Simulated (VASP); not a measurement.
Set up this calculation in VASP 6.6.1, as the native input.

- Task: relaxation of cell and atoms
- Functional: PBE
- Potentials or basis: VASP PAW PBE potentials, release 64 (H, Mo_sv)
- Cutoff: 520 eV
- k mesh: 9 × 9 × 1
- Occupations: gaussian, width 0.15 eV
- Spin: no spin polarisation
- Further INCAR settings: PREC = Normal; LREAL = Auto; ALGO = Fast; EDIFF = 1e-05; ISYM = 0; IBRION = 2; EDIFFG = -0.03; NSW = 110; ISIF = 3

The structure of MoH6 lies in POSCAR:

```
MoH6
1.0
    2.7690254700     -0.0162704700     -0.0233391000
   -1.3986033800      2.4685534200     -0.0123595900
   -0.1767416100     -0.2101174700     21.1142783800
H Mo
12 2
Direct
    0.9984314100      0.9745702700      0.8945733100
    0.9505462200      0.9807441100      0.0987140000
    0.6576797700      0.3157217500      0.6417694400
    0.7724182800      0.3808619100      0.6150756700
    0.4021308200      0.6526646100      0.7714648900
    0.3114057000      0.6347526200      0.7301062500
    0.9609437700      0.9616335300      0.4839890600
    0.9545351700      0.0542881200      0.5098604400
    0.6012358600      0.2829804200      0.2231440900
    0.6719506900      0.3503094400      0.2632412100
    0.2864702200      0.6907489300      0.3566414400
    0.3342799500      0.6340124300      0.3935903400
    0.6863493000      0.2873035200      0.9457956100
    0.3171943600      0.6788325800      0.0590010300
```

The cell was built by a generator and needn't be a form met in nature.

One way to write it, as run:

INCAR

```
SYSTEM = MoH6
ALGO = Fast ; EDIFF = 1E-5
EDIFFG = -0.03 ; ENCUT = 520
GGA = PE ; IBRION = 2
ISIF = 3 ; ISMEAR = 0
ISYM = 0 ; KPAR = 2
LASPH = .True. ; LCHARG = .False.
LREAL = Auto ; LWAVE = .False.
NELM = 80 ; NSW = 110
PREC = Normal ; SIGMA = 0.15
```

KPOINTS

```
k-points
0
Gamma
  9 9 1
  0 0 0
```

Potentials or basis: VASP PAW PBE potentials, release 64 (H, Mo_sv).

Command:

```sh
$ cat potpaw_PBE.64/H/POTCAR potpaw_PBE.64/Mo_sv/POTCAR > POTCAR
$ mpirun -np 2 vasp_std > vasp.out
```

It gave:

```json
{
 "Relaxed volume": "11.04 Å³/atom",
 "Relaxed cell": "a = 2.849 Å, b = 2.876 Å, c = 21.889 Å, α = 90.96°, β = 91.36°, γ = 120.40°",
 "Space group after relaxing (to 0.05 Å)": "P1 (No. 1)",
 "Energy gained by relaxing": "129.5 meV/atom",
 "Ionic steps": "88",
 "Pressure after relaxing": "0.0 GPa",
 "Largest force after relaxing": "0.029 eV/Å",
 "Band gap on the k mesh": "none (metal or under the smearing width)"
}
```

Run time: 20 min on 2 MPI ranks on AMD EPYC 9R45 (Zen 5) (shared host), peak memory 0.21 GiB a rank.
